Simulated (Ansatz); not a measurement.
## W2C under changes of volume

One of the cells (12.729 Å³/atom); the others are scaled copies at fixed shape and fractional positions:

```
W C
1.0
     3.07005    0.00000    0.00000
    -1.53502    2.65874    0.00000
     0.00000    0.00000    4.67843
W C
2 1
Direct
  0.66667 0.33333 0.25367
  0.33333 0.66667 0.74633
  0.00000 0.00000 0.00000
```

The cell comes from a database or a generator and needn't be the stable form of this composition.

```yaml
Program: Ansatz 0.2.0
Functional: PBEsol
Potentials_or_basis: Ansatz PAW
Cutoff: "420 eV (not typed: the program's choice for these potentials)"
k_mesh: 10 × 10 × 6
Occupations: fermi-dirac, width 0.05 eV
Spin: no spin polarisation
```

| volume (Å³/atom) | energy over the lowest point (meV/atom) | pressure (GPa) | largest force (eV/Å) |
| --- | --- | --- | --- |
| 11.965 | ? | ? | ? |
| 12.220 | 0.25 | 4.0 | 0.197 |
| 12.475 | 0.00 | -3.4 | 0.004 |
| 12.729 | 10.85 | -10.1 | 0.174 |
| 12.984 | 31.70 | -16.0 | 0.339 |
| 13.238 | 61.47 | -21.3 | 0.491 |
| 13.493 | 99.26 | -26.1 | 0.631 |

Problem. What does the run at 11.965 Å³/atom give?

Solution. Energy over the lowest point 12.94 meV/atom; pressure 12.2 GPa; largest force 0.407 eV/Å.

Worked out: A Birch-Murnaghan fit of order 3 (a polynomial in V^(-2/3)) to the other rows has its minimum at 12.35 Å³/atom with B0 = V·E''(V) = 359 GPa and B' = 4.4 at fixed shape and positions, which overstates the stiffness. It gives 13.02 meV/atom at 11.965 Å³/atom, against the run's 12.94, and -dE/dV = 12.2 GPa, against 12.2.

Energies are extrapolated to zero smearing.

Caveats: the PAW data sets come from PBE, with cores solved anew for the run's functional, which leaves a small shift of forces and pressure.
